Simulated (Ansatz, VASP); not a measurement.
**CdI2: VASP beside Ansatz**

File INCAR:

```
SYSTEM = CdI2
PREC = Accurate
ENCUT = 520
EDIFF = 1E-7
ISMEAR = -1
SIGMA = 0.05
LREAL = .False.
LASPH = .True.
NELM = 80
ALGO = Normal
ISIF = 2
LWAVE = .False.
LCHARG = .False.
GGA = PE
NBANDS = 20
```

Contents of KPOINTS:

```
regular mesh
0
Gamma
  7 7 4
  0 0 0
```

Contents of POSCAR:

```
CdI2
1.0
    4.2721067794      0.0000000000      0.0000000000
   -2.1360533897      3.6997529987      0.0000000000
    0.0000000000      0.0000000000      6.9044251649
I Cd
2 1
Direct
    0.6666666667      0.3333333333      0.7508000000
    0.3333333333      0.6666666667      0.2492000000
    0.0000000000      0.0000000000      0.0000000000
```

input.yaml

```yaml
crystal:
  lattice:
    - [4.2721067794, 0.0, 0.0]
    - [-2.1360533897, 3.6997529987, 0.0]
    - [0.0, 0.0, 6.9044251649]
  atoms:
    - { symbol: I, position: [0.6666666667, 0.3333333333, 0.7508] }
    - { symbol: I, position: [0.3333333333, 0.6666666667, 0.2492] }
    - { symbol: Cd, position: [0.0, 0.0, 0.0] }
hamiltonian:
  xc: pbe
  pseudopotentials: { kind: paw }
kpoints:
  mp_grid: { grid: [7, 7, 4] }
scf:
  occupations: { method: fermi_dirac, width: 0.05 }
output:
  forces: true
  stress: true
  eigenvalues: true
```

Change from the starting cell: volume scaled by 1.02.

Alike in both runs: task single point; functional PBE; k mesh 7 × 7 × 4; occupations fermi-dirac, width 0.05 eV; no spin polarisation.

|  | VASP | Ansatz |
| --- | --- | --- |
| version | VASP 6.6.1 | Ansatz 0.2.0 |
| potentials or method | VASP PAW PBE potentials, release 64 (I, Cd) | Ansatz PAW |
| plane-wave cutoff (eV) | 520 | 420 |
| valence electrons in the cell | 26 | 54 |

VASP gave:

- gap on the k mesh at the Fermi level (eV): 2.39
- least direct gap on the mesh (eV): 2.54
- pressure (GPa): 1.3
- rms of the force components (eV/Å): 0.016

Problem. Estimate Ansatz's values.

Solution. gap on the k mesh at the Fermi level (eV): 2.40; least direct gap on the mesh (eV): 2.56; pressure (GPa): 1.1; rms of the force components (eV/Å): 0.007.

Atom by atom the forces differ by 0.009 eV/Å (rms over components). The functional is the same, so the differences come from potentials, cutoffs and numerics. The two sets of potentials don't hold the same shells in valence.

Caveats: spin-orbit coupling is left out, which moves the levels of the heavy elements; this functional lacks dispersion, which binds the layers, so the pressure and a relaxed spacing across them are unreliable; an odd mesh through Γ misses points on the zone boundary, where band edges often lie (VASP); odd divisions of the mesh miss points on the zone boundary, where band edges often lie, so the gap on the mesh can be too wide (Ansatz).
